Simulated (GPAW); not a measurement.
**Equation of state of ZnSe under BLYP+D3(BJ)**

```
Se Zn
1.0
     4.00760    0.00000    0.00000
     2.00380    3.47068    0.00000
     2.00380    1.15689    3.27219
Se Zn
1 1
Direct
  0.75000 0.75000 0.75000
  0.00000 0.00000 0.00000
```

The cell was scaled at fixed shape and fractions and run with GPAW, PAW data sets generated for this functional, cutoff 600 eV; BLYP+D3(BJ), k mesh 7 × 7 × 7 on the cell of 2 atoms, fermi-dirac occupations of 0.05 eV, no spin polarisation, no spin-orbit coupling. Energies are those that the program minimises, any entropy of the smearing included.

```tsv
V (Å³/atom)	energy over the lowest row (meV/atom)
21.3912	11.219
21.8463	3.454
22.3015	0.000
22.7566	?
23.2117	4.214
23.6669	11.099
24.1220	20.711
```

Question: Fit the third-order Birch-Murnaghan form, give V0, B0 and B′, and predict the energy left open.

Answer: With y = (V0/V)^(2/3), E = E0 + (9 V0 B0/16) [(y - 1)³ B′ + (y - 1)² (6 - 4y)]. Least squares through the rows shown give V0 = 22.4780 Å³/atom, E0 = -0.280 meV, B0 = 63.88 GPa (1 eV/Å³ = 160.218 GPa) and B′ = 4.64, with a largest miss of 0.001 meV. At V = 22.7566 the form with these constants gives 0.393 meV; the run gave 0.399 meV an atom. Measured volume: 22.77 Å³/atom at 300 K (a printed reference work), so the fit lies -1.3 % from it. The runs are for a static lattice.
